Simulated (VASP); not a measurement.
# W (Im-3m) in VASP: single point with LDA

Aim: the single point of W with LDA.

All numbers are computed with VASP 6.6.1; they aren't measurements. Logs are shortened: lines on timing, memory, paths and dates and some standing lists are left out, and cuts for length are marked.

## 1. The crystal as given

The structure is cubic, space group Im-3m (No. 229). Conventional cell: a = 3.141 Å, b = 3.141 Å, c = 3.141 Å, α = 90.00°, β = 90.00°, γ = 90.00°. W (site symmetry m-3m) has 8 W at 2.72 Å as nearest neighbours.

## 2. Single point, LDA

Input file INCAR:

```
PREC     = Accurate       # precision mode
ENCUT    = 520            # plane-wave cutoff, eV
EDIFF    = 1E-6           # SCF threshold, eV
ISMEAR   = 1              # smearing method
SIGMA    = 0.1            # smearing width, eV
LREAL    = False          # projectors in reciprocal space
LASPH    = True           # aspherical terms in the spheres
NELM     = 80             # most SCF steps
ALGO     = Fast           # electronic algorithm
ISIF     = 2              # what is computed and relaxed
LWAVE    = False          # write WAVECAR
LCHARG   = False          # write CHGCAR
GGA      = CA             # functional
NBANDS   = 13             # bands
ICORELEVEL= 1
```

Input file KPOINTS:

```
regular mesh
0
Gamma
  15 15 24
```

Input file POSCAR:

```
W
1.0
    2.7200784100      0.0000000000      0.0000000000
   -0.9066928000      2.5645145200      0.0000000000
    0.9066928000      1.2822572600      2.2209347200
W
1
Direct
    0.0000000000      0.0000000000      0.0000000000
```

Potentials or basis: VASP PAW LDA potentials, release 64 (W_sv).

Run with:

```bash
> cat potpaw_LDA.64/W_sv/POTCAR > POTCAR
> mpirun -np 1 vasp_std > vasp.out
```

OUTCAR:

```text
PREC = Accurate
   ENCUT = 520
   EDIFF = 1E-6
   ISMEAR = 1
   LREAL = False
   LASPH = True
   NELM = 80
   ISIF = 2
   GGA = CA

 ion  position               nearest neighbor table
   1  0.000  0.000  0.000-

  LATTYP: Found a body centered cubic cell.
 ALAT       =     3.1408760058

  Lattice vectors:

 A1 = (   0.9066928100,   1.2822572600,  -2.2209347200)
 A2 = (  -2.7200784100,   0.0000000000,   0.0000000000)
 A3 = (   0.9066928000,   1.2822572600,   2.2209347200)

Analysis of symmetry for initial positions (statically):
=====================================================================
 Subroutine PRICEL returns:
 Original cell was already a primitive cell.

 Routine SETGRP: Setting up the symmetry group for a
 body centered cubic supercell.

 Subroutine GETGRP returns: Found 48 space group operations
 (whereof 48 operations were pure point group operations)
 out of a pool of 48 trial point group operations.

The static configuration has the point symmetry O_h .

Analysis of symmetry for dynamics (positions and initial velocities):
=====================================================================
 Subroutine PRICEL returns:
 Original cell was already a primitive cell.

 Routine SETGRP: Setting up the symmetry group for a
 body centered cubic supercell.

 Subroutine GETGRP returns: Found 48 space group operations
 (whereof 48 operations were pure point group operations)
 out of a pool of 48 trial point group operations.

The dynamic configuration has the point symmetry O_h .

 Subroutine INISYM returns: Found 48 space group operations
 (whereof 48 operations are pure point group operations),
 and found     1 'primitive' translations

----------------------------------------------------------------------------------------

                                     Primitive cell

  volume of cell :      15.4925

  direct lattice vectors                    reciprocal lattice vectors
     2.720078410  0.000000000  0.000000000     0.367636461  0.129979117 -0.225130434
    -0.906692800  2.564514520  0.000000000     0.000000000  0.389937352 -0.225130435
     0.906692800  1.282257260  2.220934720     0.000000000  0.000000000  0.450260870

  length of vectors
     2.720078410  2.720078410  2.720078408     0.450260870  0.450260870  0.450260870

  position of ions in fractional coordinates (direct lattice)
[... 111 lines left out ...]
   NUPDOWN=      -1.0000    fix difference up-down
   EMIN   =  10.00;   EMAX   =-10.00  energy-range for DOS
   EFERMI =   0.00;   METHOD = LEGACY
   ISMEAR =     1;   SIGMA  =   0.10  broadening in eV -4-tet -1-fermi 0-gaus
   EFERMI_NEDOS =   21; number of points for ismear=-14 and -15
   IALGO  =     68    algorithm
   IMIX   =      4    mixing-type and parameters
     AMIX     =   0.40;   BMIX     =  1.00
     AMIX_MAG =   1.60;   BMIX_MAG =  1.00
  volume/ion in A,a.u.               =      15.49       104.55
  Fermi-wavevector in a.u.,A,eV,Ry     =   1.582742  2.990948 34.083565  2.505071
  Thomas-Fermi vector in A             =   2.682619
   LORBIT       =      0    0 simple, 1 ext, 2 COOP (PROOUT), +10 PAW based schemes
   GGA     = CA    functional components
   LHFCALC =     F    Hartree Fock is set to
   AEXX    =    0.0000 exact exchange contribution
   IVDW    =     0    specifies the selected vdW correction
   LEPSILON=     F    determine dielectric tensor
   LRPA    =     F    only Hartree local field effects (RPA)
 non-spin polarized calculation
 RMM-DIIS sequential band-by-band and
 Methfessel and Paxton  Order N= 1 SIGMA  =   0.10
  energy-cutoff  :      520.00
  volume of cell :       15.49
 maximum number of plane-waves:       430
   NGX = 11   NGY = 11   NGZ = 11

 number of electron      14.0000004 magnetization

 Free energy of the ion-electron system (eV)
  ---------------------------------------------------
  ext. energy  EPLUGINS =         0.00000000
  ---------------------------------------------------
  free energy    TOTEN  =       -14.10425287 eV

  energy without entropy =      -14.10447621  energy(sigma->0) =      -14.10432732

 the core state eigenenergies are
   1-  1s -68974.2107  2s -11903.7280  2p -10424.1759  3s  -2729.5958  3p  -2290.4967
       3d  -1783.6169  4s   -548.8239  4p   -404.4364  4d   -220.9425  4f    -16.7892

 E-fermi :  11.6816     XC(G=0): -13.9591

 val. band max:       11.6708925167   @ k =   0.3333   0.1333   0.2083
 cond. band min:      11.6873658414   @ k =  -0.2000   0.2000   0.5000
 fundamental gap:      0.0164733247
 Fermi energy:        11.6815903035

 k-point     1 :       0.0000    0.0000    0.0000
  band No.  band energies     occupation
      1     -62.0683      2.00000
      2     -25.8393      2.00000
      3     -25.8393      2.00000
      4     -25.8393      2.00000
      5       1.9863      2.00000
      6      10.3535      2.00000
      7      10.3535      2.00000
      8      10.3535      2.00000
      9      13.8952      0.00000
     10      13.8952      0.00000
     11      26.2822      0.00000
     12      26.2822      0.00000
     13      26.2822      0.00000
[... 354 lines left out ...]
  band No.  band energies     occupation
      1     -61.9030      2.00000
      2     -27.0834      2.00000
      3     -26.5006      2.00000
      4     -25.9849      2.00000
      5       6.4759      2.00000
      6       8.2638      2.00000
      7      10.3479      2.00000
      8      13.6728     -0.00000
      9      15.1821      0.00000
     10      20.3154      0.00000
     11      21.2894      0.00000
     12      25.1170      0.00000
     13      28.1492      0.00000

 [... further k-points ...]

------------------------ aborting loop because EDIFF is reached ----------------------------------------

  FORCE on cell =-STRESS in cart. coord.  units (eV):
  Direction    XX          YY          ZZ          XY          YZ          ZX
  --------------------------------------------------------------------------------------
  -------------------------------------------------------------------------------------
  Total        0.0209088      0.0209088      0.0209088      0.0000000     -0.0000000     -0.0000000
  in kB        2.1623038      2.1623038      2.1623038      0.0000000     -0.0000000     -0.0000000
  external PRESSURE =       2.1623038 kB  Pullay stress =       0.0000000 kB

 VOLUME and BASIS-vectors are now :
 -----------------------------------------------------------------------------
  energy-cutoff  :      520.00
  volume of cell :       15.49
      direct lattice vectors                 reciprocal lattice vectors
     2.720078410  0.000000000  0.000000000     0.367636461  0.129979117 -0.225130434
    -0.906692800  2.564514520  0.000000000     0.000000000  0.389937352 -0.225130435
     0.906692800  1.282257260  2.220934720     0.000000000  0.000000000  0.450260870

 POSITION                                       TOTAL-FORCE (eV/Angst)
 -----------------------------------------------------------------------------------
      0.00000      0.00000      0.00000        -0.000000     -0.000000      0.000000
 -----------------------------------------------------------------------------------
    total drift:                               -0.000000      0.000000      0.000000

  FREE ENERGIE OF THE ION-ELECTRON SYSTEM (eV)
  ---------------------------------------------------
  free  energy   TOTEN  =       -14.1042528718 eV

  energy  without entropy=      -14.1044762107  energy(sigma->0) =      -14.10432732
```

stdout:

```text
POSCAR found type information on POSCAR W
 POSCAR found :  1 types and       1 ions
 scaLAPACK will be used
 LDA part: xc-table for (Slater(with rela. corr.)+CA(PZ))
 , standard interpolation
 -----------------------------------------------------------------------------
|                                                                             |
|           W    W    AA    RRRRR   N    N  II  N    N   GGGG   !!!           |
[... 13 lines left out ...]
|                                                                             |
 -----------------------------------------------------------------------------

 POSCAR, INCAR and KPOINTS ok, starting setup
 FFT: planning ... GRIDC
 FFT: planning ... GRID_SOFT
 FFT: planning ... GRID
 WAVECAR not read
 entering main loop
WARNING in EDDRMM: call to ZHEGV failed, returncode =   6  3     11
```

Wall time 2.8 min (1 thread of Intel Xeon Platinum 8259CL at 2.50GHz (Skylake/Cascade Lake), shared host); peak memory 0.32 GiB.

Results:

```
Free energy            : -14.1043 eV
Pressure               : 0.2 GPa
Band gap on the k mesh : none (metal or under the smearing width)
```

Core levels (eV, on the scale of the bands):
```
atom                                                                                                                levels
 1 W  1s -68974.2, 2s -11903.7, 2p -10424.2, 3s -2729.6, 3p -2290.5, 3d -1783.6, 4s -548.8, 4p -404.4, 4d -220.9, 4f -16.8
```

Spin-orbit coupling is left out, which matters for the levels of W.
